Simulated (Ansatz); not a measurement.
## The Mo2COS MXene bilayer (AA) between two gates

Aim: screening and gap of the neutral Mo2COS MXene bilayer (AA) between oppositely charged gates.

Main program and level: Ansatz 0.2.0; plane-wave DFT, PBE-D3(BJ), Ansatz PAW.

### Step 1. The starting structure

The cell holds 10 atoms: 2 S, 4 Mo, 2 C and 2 O. Its edges and angles: a = 3.025 Å, b = 3.025 Å, c = 57.553 Å, α = 90.0°, β = 90.0°, γ = 120.0°. Regions: layer 1: Mo2COS MXene, 5 atoms (1 S, 2 Mo, 1 C and 1 O); layer 2: Mo2COS MXene, 5 atoms (1 S, 2 Mo, 1 C and 1 O). Vacuum lies along c.

### Step 2. Relaxation

The starting cell is a guess, so the in-plane lattice and the atoms are relaxed first, with the slab cut off from its images along the normal.

Contents of input.yaml:

```yaml
crystal:
  lattice:
    - [3.024736, 0.0, 0.0]
    - [-1.512368, 2.6194982157, 0.0]
    - [0.0, 0.0, 57.5527158839]
  atoms:
    - { symbol: S, position: [0.3333333333, 0.6666666667, 0.3848645483] }
    - { symbol: Mo, position: [0.6666666667, 0.3333333333, 0.4143741555] }
    - { symbol: C, position: [0.0, 0.0, 0.4351113218] }
    - { symbol: Mo, position: [0.3333333333, 0.6666666667, 0.4558484881] }
    - { symbol: O, position: [0.6666666667, 0.3333333333, 0.4743713224] }
    - { symbol: S, position: [0.3333333333, 0.6666666667, 0.5256286776] }
    - { symbol: Mo, position: [0.6666666667, 0.3333333333, 0.5551382849] }
    - { symbol: C, position: [0.0, 0.0, 0.5758754512] }
    - { symbol: Mo, position: [0.3333333333, 0.6666666667, 0.5966126175] }
    - { symbol: O, position: [0.6666666667, 0.3333333333, 0.6151354517] }
  periodic: [true, true, false]
kpoints:
  mp_grid: { grid: [12, 12, 1] }
hamiltonian:
  xc: pbe
  dispersion: d3bj
scf:
  occupations: { method: fermi_dirac, width: 0.05 }
  convergence: { dr2_threshold: 1.0e-09 }
relax:
  f_tol: 0.004
  max_steps: 90
  cell: {}
output:
  write_potential: true
  write_density: true
  volumetric_format: npy
```

Launch:

```console
$ ansatz run input.yaml --threads 4 --pin off --max-ram 6144MiB --backend cpu --events-out ev --progress --plain --runs-dir out
```

Numbers of over 12 decimals in the logs are rounded to 6 here.

Output:

```text
Warning: relax.cell: scf.convergence.dr2_threshold = 1e-9 eV is looser than the 1.84949273556e-10 eV advised for a relaxation that steers and ends on the stress (1e-10 eV for each atom of the cell: 10, times the square of relax.cell.stress_2d_tol = 0.05 N/m over 23.3 Å (the atoms' height at the walk's start and 5 Å past either face), 2.150e-2 GPa, over a crystal's default 0.05). What an SCF threshold leaves in a stress goes as its square root, and in the free energy as the threshold itself, and one threshold admits the most on a small cell: [figures from the program's tests cut] Set scf.convergence.dr2_threshold to 1.84949273556e-10 eV or tighter. [rest of the remark cut]
Engine: ansatz 0.2.0, x86_64-unknown-linux-gnu
Pseudopotentials: kind: paw
Pseudopotential: S, paw, valence charge 6, recommended cutoff 420 eV (normal), S.paw.azcp
Pseudopotential: Mo, paw, valence charge 14, recommended cutoff 420 eV (normal), Mo.paw.azcp
Pseudopotential: C, paw, valence charge 4, recommended cutoff 420 eV (normal), C.paw.azcp
Pseudopotential: O, paw, valence charge 6, recommended cutoff 420 eV (normal), O.paw.azcp
Functional definition: PBE
  parameter kappa = 0.804
  parameter beta = 0.066725
  exchange = pbe_x(kappa = kappa, mu = beta*pi^2/3)
  correlation = pbe_c(beta = beta)
Crystal: 10 atoms, lattice volume = 456.007 Å³
Basis set: ecut = 420 eV, 8773 PW (Γ), exchange–correlation on 48×48×800 points (8 copies of the dense FFT grid, shifted against one another)
Bands: 54, of which v1, the nominal top of the filled ones, is band 44 counted from 1 (43 counted from 0)
Symmetry: 6 space group operations
Space group: P3m1 (ITA 156), of the structure as read, at distance tolerance 7.7e-5 Å
k-points: 19 of 144 (time reversal used)
Non-local potential: S, projectors of the file, l = 0: 2, l = 1: 2, l = 2: 2
Non-local potential: Mo, projectors of the file, l = 0: 3, l = 1: 2, l = 2: 2, l = 3: 1
Non-local potential: C, projectors of the file, l = 0: 2, l = 1: 2, l = 2: 1
Non-local potential: O, projectors of the file, l = 0: 2, l = 1: 2, l = 2: 1
PAW form: soft (Blöchl's): semilocal exchange-correlation on the pseudo side does not see the compensation charge
PAW one-centre angular grid: S, 110 points (default); XC on 64 Gauss nodes
PAW one-centre angular grid: Mo, 590 points (default); XC on 64 Gauss nodes
PAW one-centre angular grid: C, 110 points (default); XC on 64 Gauss nodes
PAW one-centre angular grid: O, 110 points (default); XC on 64 Gauss nodes
Initial density: superposition of atomic densities (neutral atoms: chi_scale 0, normalization atom), corrected by the library's trained network
Initial wavefunctions: pseudopotential atomic-orbital guess
Functional: x = pbe(κ = 0.804, μ = 0.219515), c = pbe(β = 0.066725)
SCF iter   1: F=—  HF=-23269.264026 eV  |F-HF|=—  |Δ(HF+E_count)|=         —  Δρ=1.39e-2  dr2=4.97e1  ethr=1.77e-3  ⟨swp⟩=13.3  Hψ=7191  notcnv=0
preconditioner: auto → LDOS  [metal: Δε(μ)=0.033 eV  Ē_g=8.194 eV  σ=0.050 eV  W_gap=0.16  n_scr=36 (ndim 8)  ℏωp=13.0 eV  f_vac=0.715  D(μ)=4.47/eV (n_scr^D=24)  β→1.0]
SCF iter   2: F=—  HF=-23269.331007 eV  |F-HF|=—  |Δ(HF+E_count)|=   6.70e-2  Δρ=1.65e-2  dr2=5.22e1  ethr=1.77e-3  ⟨swp⟩=3.4  Hψ=1679  notcnv=0  defer=11
SCF iter   3: F=—  HF=-23269.012555 eV  |F-HF|=—  |Δ(HF+E_count)|=   3.18e-1  Δρ=4.02e-3  dr2=3.32e0  ethr=1.77e-3  ⟨swp⟩=2.8  Hψ=1242  notcnv=0  defer=11
SCF iter   4: F=—  HF=-23269.006712 eV  |F-HF|=—  |Δ(HF+E_count)|=   5.84e-3  Δρ=1.09e-3  dr2=1.76e-1  ethr=1.77e-3  ⟨swp⟩=1.3  Hψ=1244  notcnv=0
SCF iter   5: F=—  HF=-23269.005062 eV  |F-HF|=—  |Δ(HF+E_count)|=   1.65e-3  Δρ=4.15e-4  dr2=3.75e-2  ethr=1.99e-4  ⟨swp⟩=2.0  Hψ=1415  notcnv=0  defer=21
SCF iter   6: F=—  HF=-23269.005212 eV  |F-HF|=—  |Δ(HF+E_count)|=   1.50e-4  Δρ=2.69e-4  dr2=1.54e-2  ethr=4.26e-5  ⟨swp⟩=1.5  Hψ=1073  notcnv=0  defer=21
SCF iter   7: F=—  HF=-23269.005310 eV  |F-HF|=—  |Δ(HF+E_count)|=   9.84e-5  Δρ=1.36e-4  dr2=3.40e-3  ethr=1.75e-5  ⟨swp⟩=1.5  Hψ=1082  notcnv=0  defer=21
SCF iter   8: F=—  HF=-23269.005443 eV  |F-HF|=—  |Δ(HF+E_count)|=   1.33e-4  Δρ=4.50e-5  dr2=1.59e-5  ethr=3.87e-6  ⟨swp⟩=2.3  Hψ=1447  notcnv=0  defer=21
SCF iter   9: F=—  HF=-23269.005495 eV  |F-HF|=—  |Δ(HF+E_count)|=   5.17e-5  Δρ=4.38e-5  dr2=1.24e-4  ethr=1.80e-8  ⟨swp⟩=4.7  Hψ=2850  notcnv=0  defer=21
SCF iter  10: F=—  HF=-23269.005494 eV  |F-HF|=—  |Δ(HF+E_count)|=   1.51e-6  Δρ=1.13e-5  dr2=3.14e-6  ethr=1.80e-8  ⟨swp⟩=3.2  Hψ=1982  notcnv=0  defer=21
SCF iter  11: F=—  HF=-23269.005390 eV  |F-HF|=—  |Δ(HF+E_count)|=   1.04e-4  Δρ=2.94e-6  dr2=2.74e-7  ethr=3.57e-9  ⟨swp⟩=2.9  Hψ=1857  notcnv=0  defer=21
SCF iter  12: F=—  HF=-23269.005390 eV  |F-HF|=—  |Δ(HF+E_count)|=   1.17e-7  Δρ=1.35e-6  dr2=2.89e-8  ethr=3.12e-10  ⟨swp⟩=3.5  Hψ=2207  notcnv=0  defer=21
SCF iter  13: F=—  HF=-23269.005390 eV  |F-HF|=—  |Δ(HF+E_count)|=   8.15e-8  Δρ=5.38e-7  dr2=3.54e-9  ethr=3.29e-11  ⟨swp⟩=3.5  Hψ=2312  notcnv=0  defer=21
SCF iter  14: F=-23269.005390 eV  HF=-23269.005390 eV  |F-HF|=1.52e-8  |Δ(HF+E_count)|=   2.96e-8  Δρ=2.08e-7  dr2=4.03e-10  ethr=1.14e-12  ⟨swp⟩=13.1  Hψ=9482  notcnv=0
SCF 1 converged in 14 iterations: F = -23269.005390 eV  dr2 = 4.03e-10
  greatest PAW one-centre occupation: 0.998 electrons in one spin orbital (limit 2), on the Mo atom at site 1 (counted from 0), in its partial waves of l = 0
relax step   1: F+E_penalty+E_count = -23269.00539018 eV  Δ(F+E_penalty+E_count) = +0.000e0 eV  max|allowed force component| = 1.137e0 eV/Å  Δτ_max = 0.0000 Å  P = +17.923 N/m  Ω = 456.007 Å³  fix = [c, alpha, beta]  reactions: c +0.000 N/m  (14 SCF iters, accepted)
Crystal: 10 atoms, lattice volume = 482.126 Å³
Basis set: ecut = 420 eV, 9349 PW (Γ), exchange–correlation on 48×48×800 points (8 copies of the dense FFT grid, shifted against one another)
Initial density: handed on by an earlier stage of this run
Initial wavefunctions: those handed on with the density
iter 1 solved again at ethr=2.63e-3 eV; its pass at ethr=3.10e-3 eV (dr2=2.31e0 eV) is discarded
SCF iter   1: F=—  HF=-23269.564163 eV  |F-HF|=—  |Δ(HF+E_count)|=         —  Δρ=1.39e-2  dr2=2.30e0  ethr=2.63e-3  ⟨swp⟩=1.1  Hψ=7805  notcnv=0
preconditioner: auto → LDOS  [metal: Δε(μ)=0.030 eV  Ē_g=7.877 eV  σ=0.050 eV  W_gap=0.15  n_scr=36 (ndim 8)  ℏωp=12.7 eV  f_vac=0.724  D(μ)=5.24/eV (n_scr^D=24)  β→1.0]
SCF iter   2: F=—  HF=-23269.425923 eV  |F-HF|=—  |Δ(HF+E_count)|=   1.38e-1  Δρ=6.04e-3  dr2=2.68e-1  ethr=2.61e-3  ⟨swp⟩=2.9  Hψ=2078  notcnv=0
[...]
relax step   7: F+E_penalty+E_count = -23269.46723280 eV  Δ(F+E_penalty+E_count) = -1.785e-5 eV  max|allowed force component| = 4.401e-3 eV/Å  Δτ_max = 0.0063 Å  P = +0.019 N/m  Ω = 490.271 Å³  energy of the carried Pulay correction = -1.663e-2 eV  fix = [c, alpha, beta]  reactions: c +0.000 N/m  (8 SCF iters, accepted)
relax step   8: F+E_penalty+E_count = -23269.46721617 eV  Δ(F+E_penalty+E_count) = +1.663e-5 eV  max|allowed force component| = 2.073e-3 eV/Å  Δτ_max = 0.0018 Å  P = -0.019 N/m  Ω = 490.316 Å³  energy of the carried Pulay correction = -1.666e-2 eV  fix = [c, alpha, beta]  reactions: c -0.000 N/m  (7 SCF iters, accepted)
relax step   9: F+E_penalty+E_count = -23269.49308122 eV  Δ(F+E_penalty+E_count) = -2.587e-2 eV  max|allowed force component| = 2.288e-3 eV/Å  Δτ_max = 0.0000 Å  P = +0.516 N/m  Ω = 490.316 Å³  fix = [c, alpha, beta]  reactions: c +0.000 N/m  stress off target by 5.16e-1 N/m on what of the cell is left free  SCF on the basis re-selected at this cell (its energy is not comparable with the rows above)  (6 SCF iters)
relax step  10: F+E_penalty+E_count = -23269.49290692 eV  Δ(F+E_penalty+E_count) = +1.743e-4 eV  max|allowed force component| = 6.510e-3 eV/Å  Δτ_max = 0.0050 Å  P = +0.013 N/m  Ω = 491.218 Å³  energy of the carried Pulay correction = -4.282e-4 eV  fix = [c, alpha, beta]  reactions: c +0.000 N/m  (7 SCF iters, accepted)
relax step  11: F+E_penalty+E_count = -23269.49290501 eV  Δ(F+E_penalty+E_count) = +1.907e-6 eV  max|allowed force component| = 6.031e-4 eV/Å  Δτ_max = 0.0008 Å  P = -0.002 N/m  Ω = 491.228 Å³  energy of the carried Pulay correction = -4.330e-4 eV  fix = [c, alpha, beta]  reactions: c -0.000 N/m  (6 SCF iters, accepted)
iter 1 solved again at ethr=1.62e-7 eV; its pass at ethr=3.10e-3 eV (dr2=1.43e-4 eV) is discarded
SCF iter   1: F=—  HF=-23269.493288 eV  |F-HF|=—  |Δ(HF+E_count)|=         —  Δρ=2.19e-5  dr2=6.83e-8  ethr=1.62e-7  ⟨swp⟩=7.6  Hψ=13149  notcnv=0
eigensolver tolerance schedule: the retry pair's looser diagonalisation over-reported the residual by 2086.06 of it (diagonalisation noise at 0.12 of the residual, at the tolerance the schedule requests for it); recorded, not acted on — ethr = c·dr2/N_el stays at c = 1.0e-1
preconditioner: auto → LDOS  [metal: Δε(μ)=0.031 eV  Ē_g=7.839 eV  σ=0.050 eV  W_gap=0.15  n_scr=36 (ndim 8)  ℏωp=12.5 eV  f_vac=0.728  D(μ)=4.89/eV (n_scr^D=24)  β→1.0]
SCF iter   2: F=—  HF=-23269.493261 eV  |F-HF|=—  |Δ(HF+E_count)|=   2.74e-5  Δρ=1.55e-6  dr2=1.46e-8  ethr=7.76e-11  ⟨swp⟩=5.8  Hψ=4020  notcnv=0
SCF iter   3: F=—  HF=-23269.493260 eV  |F-HF|=—  |Δ(HF+E_count)|=   6.27e-7  Δρ=5.92e-7  dr2=1.67e-9  ethr=1.66e-11  ⟨swp⟩=3.3  Hψ=2179  notcnv=0
SCF iter   4: F=-23269.493261 eV  HF=-23269.493260 eV  |F-HF|=5.85e-8  |Δ(HF+E_count)|=   5.84e-7  Δρ=1.07e-7  dr2=7.38e-11  ethr=1.14e-12  ⟨swp⟩=18.5  Hψ=10266  notcnv=0
SCF 12 converged in 4 iterations: F = -23269.493261 eV  dr2 = 7.38e-11
relax step  12: F+E_penalty+E_count = -23269.49326054 eV  Δ(F+E_penalty+E_count) = -3.555e-4 eV  max|allowed force component| = 5.819e-4 eV/Å  Δτ_max = 0.0000 Å  P = +0.001 N/m  Ω = 491.228 Å³  fix = [c, alpha, beta]  reactions: c +0.000 N/m  stress off target by 7.04e-4 N/m on what of the cell is left free  SCF on the basis re-selected at this cell (its energy is not comparable with the rows above)  (4 SCF iters)
basis re-selected at this cell: Δ(F+E_penalty+E_count) = -3.555e-4 eV, ΔP = +0.002 N/m vs the last step (what re-selecting the basis moved, of the pressure what is left beyond the Pulay correction that the steps carried, after the strain that the cell walked since its last selection, with what the two solves' SCF thresholds leave and, on support functions, any second-order correction that the steps lacked; it is no m [...]
WARN: The output density's exchange-correlation potential varies sharply where the density is thin. Do not read a vacuum level from v_tot or v_xc, or from such a field of the output density. On a cell that repeats whose density bears no net charge and no dipole along the vacuum's axis use v_es (v_loc + v_h of the components); under efield.dipole_correction with no amplitude use v_es + v_field, which holds any externa [...]
SCF converged after 4 iterations
Free energy (F): -23269.493261 eV
Harris-Foulkes:  -23269.493260 eV  (|F-HF|=5.85e-8)
Internal energy: -23269.454307 eV  (E = F + TS)
E sigma→0 (E₀):  -23269.473784 eV
Entropy (-TS):   -0.038953 eV (-3.895 meV/atom)
Fermi energy:    -5.697584 eV
--- Per-component energies (eV) ---
  E_band       = -2233.445925
  E_kinetic    = 2509.172326
  E_local      = -795808.564584  (includes V_loc(G=0)·N_el)
  E_nonlocal   = 773.481605
  E_hartree    = 396179.801525
  E_xc         = -1174.388474
  E_vxc        = -1401.854457  (∫ρ·V_xc dr)
  E_paw        = -14516.577894  (= ΣΔE_a)
  E_vpaw       = -665.292095  (= ΣTr[D̂ρ^β])
  E_aug_tail   = 0.004912  (compensation charges beyond the density's cutoff)
  E_ewald      = 388771.000410
  E_disp       = -3.384133  (pairwise vdW)
  E_smearing   = -0.038953  (= −TS)
  E_closure    = -0.000000  (closes the sum)
  Σ components = -23269.493261   (vs F -23269.493261, Δ=0.00e0)
--- Forces (eV/Å), atoms counted from 1 ---
  atom   1  S      0.00000000    -0.00000000     0.00028060
  atom   2  Mo     0.00000000     0.00000000    -0.00006533
  atom   3  C      0.00000000    -0.00000000    -0.00006641
  atom   4  Mo     0.00000000    -0.00000000     0.00017469
  atom   5  O      0.00000000     0.00000000    -0.00008700
  atom   6  S     -0.00000000    -0.00000000     0.00015802
  atom   7  Mo     0.00000000     0.00000000    -0.00031652
  atom   8  C      0.00000000    -0.00000000    -0.00011887
  atom   9  Mo     0.00000000    -0.00000000     0.00058128
  atom  10  O      0.00000000     0.00000000    -0.00054635
  max |Σ_I F_I| component: 5.88e-6 eV/Å
--- 2D stress c σ (N/m, compression-positive) ---
        0.000704       0.000000      -0.000000
        0.000000       0.000704      -0.000000
       -0.000000      -0.000000       0.000000
  P = ½ c Tr σ = 0.0007 N/m
--- Band table (eV; the first three rows and the last of 19) ---
  k-point 0: bands = [... 40 lower, -6.6318, -6.5759, -6.5759, -6.5215, -6.5215, -6.4889, -5.3951, -5.3951, ... 6 higher]
  k-point 1: bands = [... 40 lower, -7.1575, -7.1091, -6.4575, -6.3926, -6.1295, -6.0368, -5.2998, -5.2869, ... 6 higher]
  k-point 2: bands = [... 40 lower, -7.7201, -7.5914, -6.3840, -6.3201, -5.8489, -5.6734, -5.1685, -5.1421, ... 6 higher]
  k-point 18: bands = [... 40 lower, -6.4825, -6.3415, -6.3095, -6.2504, -5.8986, -5.8171, -4.6822, -4.5563, ... 6 higher]
  the weakly bound empty levels are not read free of the cell's end (no_gap_told)
--- Relaxed structure (10 steps of the walk, 9 accepted, 2 SCFs on fresh bases) ---
  F+E_penalty+E_count = -23269.49326054 eV   max|allowed force component| = 5.819e-4 eV/Å   (the final SCF, on the basis selected at the relaxed cell)
  cell:  # Å, volume = 491.2277 Å³
    - [3.139375, 0, 0]
    - [-1.569687, 2.718778, 0]
    - [0, 0, 57.5527158839]
  atoms:
    - { symbol: S, position: [0.333333, 0.666667, 0.391125] }
    - { symbol: Mo, position: [0.666667, 0.333333, 0.419960] }
    - { symbol: C, position: [1.1576356636792992e-17, 3.3075304676551383e-18, 0.439179] }
    - { symbol: Mo, position: [0.333333, 0.666667, 0.458035] }
    - { symbol: O, position: [0.666667, 0.333333, 0.477205] }
    - { symbol: S, position: [0.333333, 0.666667, 0.523544] }
    - { symbol: Mo, position: [0.666667, 0.333333, 0.552261] }
    - { symbol: C, position: [-1.230321520108641e-17, -3.515204343167545e-18, 0.571552] }
    - { symbol: Mo, position: [0.333333, 0.666667, 0.590543] }
    - { symbol: O, position: [0.666667, 0.333333, 0.609556] }
```

Run time: 2.8 min. Hardware: 4 threads of Intel Xeon Platinum 8259CL at 2.50GHz (Skylake/Cascade Lake), shared host; peak memory 1.3 GiB.

This run has no spin polarisation, although Mo can carry a moment.

Relaxation path:

```
step  energy less that of the first step (eV)  largest force component (eV/Å)  volume (Å³)
   1                                   0.0000                          1.1371       456.01
   2                                  -0.3581                          1.1688       482.13
   3                                  -0.2967                          0.7629       507.71
   4                                  -0.4533                          0.3001       488.84
   5                                  -0.4612                          0.0727       489.84
   6                                  -0.4618                          0.0181       490.24
   7                                  -0.4618                          0.0044       490.27
   8                                  -0.4618                          0.0021       490.32
  9*                                  -0.4877                          0.0023       490.32
  10                                  -0.4875                          0.0065       491.22
  11                                  -0.4875                          0.0006       491.23
 12*                                  -0.4879                          0.0006       491.23
```

Relaxation steps marked * repeat the geometry before them on a plane-wave basis chosen anew for their cell, so energy and pressure can jump there. Relaxation step 3 was tried and not accepted.

Forces are held to the 6 operations that the run works with; a distortion that breaks them can't arise in this run.

```csv
cell as run,before,after,change
a (Å),3.025,3.139,+3.8 %
b (Å),3.025,3.139,+3.8 %
```

The atoms that moved most (Å, along periodic axes as changes of fractional coordinates times the final cell, across vacuum about the mean position):

```
atom     dx     dy      dz  length
  S1  0.000  0.000   0.360   0.360
 Mo9  0.000  0.000  -0.349   0.349
 Mo2  0.000  0.000   0.321   0.321
 O10  0.000  0.000  -0.321   0.321
  C8  0.000  0.000  -0.249   0.249
  C3  0.000  0.000   0.234   0.234
 Mo7  0.000  0.000  -0.166   0.166
  O5  0.000  0.000   0.163   0.163
```

Numbers from this step:

| Property | Result |
| --- | --- |
| energy at zero smearing | -23269.4738 eV |

The lattice constant a goes from 3.025 to 3.139 Å.

(Continued in part 2 of 3.)

[Logs are printed without paths, hosts, clocks, repeated set-up lines and the standing remarks that a program may print on its own settings, such as how far it seeks lower states.]

[Hosts, paths, dates, database ids (printed as entryN), source tags and the programs' standing remarks are cut or masked in the printed files.]

[Maps of the electrostatic potential energy from Ansatz leave out the sawtooth potential of an applied field or a dipole correction, so their vacuum need not be flat; planar profiles and work functions include it.]
